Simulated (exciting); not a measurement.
# Rh (P6_3/mmc) in exciting: single point with LDA-HL

Aim: the single point of Rh with LDA-HL.

Everything below comes from runs of exciting (release sodium). Logs are shortened: lines on timing, memory, paths and dates and some standing lists are left out, and cuts for length are marked.

### Step 1. The undisturbed crystal

It takes space group P6_3/mmc (No. 194, hexagonal). The conventional cell has a = 2.731 Å, b = 2.731 Å, c = 4.428 Å, α = 90.00°, β = 90.00°, γ = 120.00°. Rh (site symmetry -6m2) is surrounded by 12 Rh at 2.72 to 2.73 Å.

This isn't the form of Rh at room conditions, which is fcc.

### Step 2. Single point, LDA-HL (volume scaled by 1.08)

Contents of run_exciting.py:

```python
import subprocess
import xml.etree.ElementTree as ET
from ase.io import read
from ase.units import Bohr

atoms = read("Rh.cif")
import spglib
from ase import Atoms
cell, positions, numbers = spglib.find_primitive((atoms.cell[:], atoms.get_scaled_positions(), atoms.numbers), symprec=1e-5)
atoms = Atoms(numbers, cell=cell, scaled_positions=positions, pbc=True)
rmt = {'Rh': 2.3}  # bohr
tasks = """
<groundstate do="fromscratch" ngridk="11 11 6" rgkmax="9" gmaxvr="14" lmaxapw="10" lmaxmat="10" lmaxvr="8" stype="Gaussian" swidth="0.00183747" nempty="18" ValenceRelativity="iora*" epsengy="1e-05" epspot="1e-05" maxscl="60" tforce="true" outputlevel="normal">
  <libxc exchange="XC_LDA_X" correlation="XC_LDA_C_HL"/>
</groundstate>
<properties>
  <chargedensityplot>
    <plot3d>
      <box grid="15 15 23">
        <origin coord="0 0 0"/>
        <point coord="1 0 0"/>
        <point coord="0 1 0"/>
        <point coord="0 0 1"/>
      </box>
    </plot3d>
  </chargedensityplot>
  <elfplot>
    <plot3d>
      <box grid="15 15 23">
        <origin coord="0 0 0"/>
        <point coord="1 0 0"/>
        <point coord="0 1 0"/>
        <point coord="0 0 1"/>
      </box>
    </plot3d>
  </elfplot>
  <exccplot>
    <plot3d>
      <box grid="15 15 23">
        <origin coord="0 0 0"/>
        <point coord="1 0 0"/>
        <point coord="0 1 0"/>
        <point coord="0 0 1"/>
      </box>
    </plot3d>
  </exccplot>
</properties>
"""

root = ET.Element("input")
ET.SubElement(root, "title").text = "Rh"
structure = ET.SubElement(root, "structure", speciespath="./", tshift="false")
crystal = ET.SubElement(structure, "crystal", scale="1.0")
for vector in atoms.cell / Bohr:
    ET.SubElement(crystal, "basevect").text = " ".join(f"{x:.12f}" for x in vector)
symbols = atoms.get_chemical_symbols()
for element in dict.fromkeys(symbols):
    species = ET.SubElement(structure, "species", speciesfile=element + ".xml", rmt=str(rmt[element]))
    for symbol, position in zip(symbols, atoms.get_scaled_positions(wrap=False)):
        if symbol == element:
            ET.SubElement(species, "atom", coord=" ".join(f"{x:.12f}" for x in position))
root.extend(ET.fromstring("<tasks>" + tasks + "</tasks>"))
ET.indent(root)
ET.ElementTree(root).write("input.xml")
subprocess.run(["exciting_smp"], check=True)
```

Contents of Rh.cif:

```cif
data_Rh
_cell_length_a 2.80194508
_cell_length_b 2.80194508
_cell_length_c 4.54356580
_cell_angle_alpha 90.00000000
_cell_angle_beta 90.00000000
_cell_angle_gamma 120.00000000
_space_group_name_H-M_alt 'P6_3/mmc'
_space_group_name_Hall '-P 6c 2c'
_space_group_IT_number 194
loop_
_space_group_symop_operation_xyz
'x,y,z'
'-x,-y,-z'
'x-y,x,z+1/2'
'-x+y,-x,-z+1/2'
'-y,x-y,z'
'y,-x+y,-z'
'-x,-y,z+1/2'
'x,y,-z+1/2'
'-x+y,-x,z'
'x-y,x,-z'
'y,-x+y,z+1/2'
'-y,x-y,-z+1/2'
'-y,-x,-z+1/2'
'y,x,z+1/2'
'-x,-x+y,-z'
'x,x-y,z'
'-x+y,y,-z+1/2'
'x-y,-y,z+1/2'
'y,x,-z'
'-y,-x,z'
'x,x-y,-z+1/2'
'-x,-x+y,z+1/2'
'x-y,-y,-z'
'-x+y,y,z'
loop_
_atom_site_label
_atom_site_type_symbol
_atom_site_symmetry_multiplicity
_atom_site_Wyckoff_symbol
_atom_site_fract_x
_atom_site_fract_y
_atom_site_fract_z
_atom_site_occupancy
Rh1 Rh 2 c 0.3333333333 0.6666666667 0.2500000000 1
```

Potentials or basis: all-electron LAPW+lo, shipped species files, valence relativity iora*.

The run is started by

```
$ OMP_NUM_THREADS=1 python run_exciting.py
```

The log of the run:

```text
================================================================================
EXCITING SODIUM started
All units are atomic (Hartree, Bohr, etc.)
================================================================================

********************************************************************************
* Ground-state run starting from atomic densities                              *
********************************************************************************

++++++++++++++++++++++++++++++++++++++++++++++++++++++++++++++++++++++++++++++++
+ Starting initialization                                                      +
++++++++++++++++++++++++++++++++++++++++++++++++++++++++++++++++++++++++++++++++

 Lattice vectors (cartesian) :
      5.2949088208      0.0000000000      0.0000000000
     -2.6474544104      4.5855255496      0.0000000000
      0.0000000000      0.0000000000      8.5860949967

 Reciprocal lattice vectors (cartesian) :
      1.1866465542      0.6851107075     -0.0000000000
      0.0000000000      1.3702214150      0.0000000000
      0.0000000000     -0.0000000000      0.7317861391

 Unit cell volume                           :     208.4698686119
 Brillouin zone volume                      :       1.1898612260

 Species :    1 (Rh)
     parameters loaded from                 :    Rh.xml
     name                                   :    rhodium
     nuclear charge                         :     -45.00000000
     electronic charge                      :      45.00000000
     atomic mass                            :  187585.25100000
     muffin-tin radius                      :       2.30000000
     # of radial points in muffin-tin       :     400

     atomic positions (lattice) :
       1 :   0.33333333  0.66666667  0.25000000
       2 :   0.66666667  0.33333333  0.75000000

 Total number of atoms per unit cell        :       2

 Spin treatment                             :    spin-unpolarised

 Number of Bravais lattice symmetries       :      24
 Number of crystal symmetries               :      12

 k-point grid                               :      11   11    6
 Total number of k-points                   :      84
 k-point set is reduced with crystal symmetries

 R^MT_min * |G+k|_max (rgkmax)              :       9.00000000
 Species with R^MT_min                      :       1 (Rh)
 Maximum |G+k| for APW functions            :       3.91304348
 Maximum |G| for potential and density      :      14.00000000

 G-vector grid sizes                        :      24    24    40
 Total number of G-vectors                  :    9681

 Maximum angular momentum used for
     APW functions                          :      10
     computing H and O matrix elements      :      10
     potential and density                  :       8
     inner part of muffin-tin               :       2

 Total nuclear charge                       :     -90.00000000
 Total electronic charge                    :      90.00000000
 Total core charge                          :      56.00000000
 Total valence charge                       :      34.00000000

 Number of empty states                     :      18
 Total number of valence states             :      36

 Maximum Hamiltonian size                   :     259
 Maximum number of plane-waves              :     233
 Total number of local-orbitals             :      26

 Exchange-correlation type                  :     100
     libxc; exchange: Slater exchange; correlation: Hedin & Lundqvist (see libxc for references)

 Smearing scheme                            :    Gaussian
 Smearing width                             :       0.00183747

 Using multisecant Broyden potential mixing

++++++++++++++++++++++++++++++++++++++++++++++++++++++++++++++++++++++++++++++++
+ Ending initialization                                                        +
++++++++++++++++++++++++++++++++++++++++++++++++++++++++++++++++++++++++++++++++

********************************************************************************
* Groundstate module started                                                   *
********************************************************************************
 Output level for this task is set to normal

++++++++++++++++++++++++++++++++++++++++++++++++++++++++++++++++++++++++++++++++
+ Self-consistent loop started                                                 +
++++++++++++++++++++++++++++++++++++++++++++++++++++++++++++++++++++++++++++++++
 Density and potential initialised from atomic data

++++++++++++++++++++++++++++++++++++++++++++++++++++++++++++++++++++++++++++++++
+ SCF iteration number :    1                                                  +
++++++++++++++++++++++++++++++++++++++++++++++++++++++++++++++++++++++++++++++++
 Total energy                               :     -9535.89892016
 _______________________________________________________________
 Fermi energy                               :         0.42063736
 Kinetic energy                             :      9976.28580186
 Coulomb energy                             :    -19244.65740356
 Exchange energy                            :      -259.33068923
 Correlation energy                         :        -8.19662923

 DOS at Fermi energy (states/Ha/cell)       :       152.06187015

 Electron charges :
     core                                   :        56.00000000
     core leakage                           :         0.00000040
     valence                                :        34.00000000
     interstitial                           :         4.43954740
     charge in muffin-tin spheres :
                  atom     1    Rh          :        42.78022630
                  atom     2    Rh          :        42.78022630
     total charge in muffin-tins            :        85.56045260
     total charge                           :        90.00000000
[... 362 lines left out ...]
 Electron charges :
     core                                   :        56.00000000
     core leakage                           :         0.00000037
     valence                                :        34.00000000
     interstitial                           :         3.92156147
     charge in muffin-tin spheres :
                  atom     1    Rh          :        43.03921926
                  atom     2    Rh          :        43.03921926
     total charge in muffin-tins            :        86.07843853
     total charge                           :        90.00000000

 RMS change in effective potential (target) :  0.239930E-08  ( 0.100000E-04)
 Absolute change in total energy   (target) :  0.114820E-05  ( 0.100000E-04)
 Charge distance                   (target) :  0.903188E-09  ( 0.100000E-04)
 Abs. change in max-nonIBS-force   (target) :   0.00000      ( 0.500000E-04)

++++++++++++++++++++++++++++++++++++++++++++++++++++++++++++++++++++++++++++++++
| Convergency criteria checked for the last 2 iterations                       +
| Convergence targets achieved. Performing final SCF iteration                 +
++++++++++++++++++++++++++++++++++++++++++++++++++++++++++++++++++++++++++++++++
 Total energy                               :     -9561.11499274
 _______________________________________________________________
 Fermi energy                               :         0.36639213
 Kinetic energy                             :      9961.85787163
 Coulomb energy                             :    -19254.73086023
 Exchange energy                            :      -260.02754573
 Correlation energy                         :        -8.21445842

 DOS at Fermi energy (states/Ha/cell)       :       116.76573561

 Electron charges :
     core                                   :        56.00000000
     core leakage                           :         0.00000037
     valence                                :        34.00000000
     interstitial                           :         3.92156149
     charge in muffin-tin spheres :
                  atom     1    Rh          :        43.03921926
                  atom     2    Rh          :        43.03921926
     total charge in muffin-tins            :        86.07843851
     total charge                           :        90.00000000

++++++++++++++++++++++++++++++++++++++++++++++++++++++++++++++++++++++++++++++++
+ Self-consistent loop stopped                                                 +
++++++++++++++++++++++++++++++++++++++++++++++++++++++++++++++++++++++++++++++++
 STATE.OUT is written

--------------------------------------------------------------------------------
- Writing atomic positions and forces                                          -
--------------------------------------------------------------------------------

 Atomic positions (lattice) :
 atom     1  Rh  :     0.33333333    0.66666667    0.25000000
 atom     2  Rh  :     0.66666667    0.33333333    0.75000000

 Total atomic forces including IBS (cartesian) :
 atom     1  Rh  :    -0.00000000    0.00000000   -0.00000070
 atom     2  Rh  :     0.00000000    0.00000000    0.00000070

 Atomic force components including IBS (cartesian) :
 atom     1  Rh  :     0.00000000   -0.00000000   -0.00000425   HF force
                 :    -0.00000000    0.00000000    0.00000246   core correction
                 :     0.00000000    0.00000000    0.00000110   IBS correction
 atom     2  Rh  :    -0.00000000    0.00000000    0.00000425   HF force
                 :     0.00000000   -0.00000000   -0.00000246   core correction
                 :     0.00000000    0.00000000   -0.00000110   IBS correction

********************************************************************************
* Groundstate module stopped                                                   *
********************************************************************************

--------------------------------------------------------------------------------
- CAUTION! Warnings have been written in file WARNING.OUT !                    -
--------------------------------------------------------------------------------
================================================================================
| EXCITING SODIUM stopped                                                      =
================================================================================
```

It took 2.9 min on 1 thread of Arm Neoverse V1, shared host; peak memory 0.13 GiB.

Results:

```yaml
Free_energy: -260171.1984 eV
Band_gap_on_the_k_mesh: none (metal or under the smearing width)
All_electrons_inside_the_program's_atomic_spheres: Rh 43.04 (radii Rh 2.3 bohr)
```

Caveat: the log's total energy holds no entropy term; the free energy is that total less TS from the occupations.
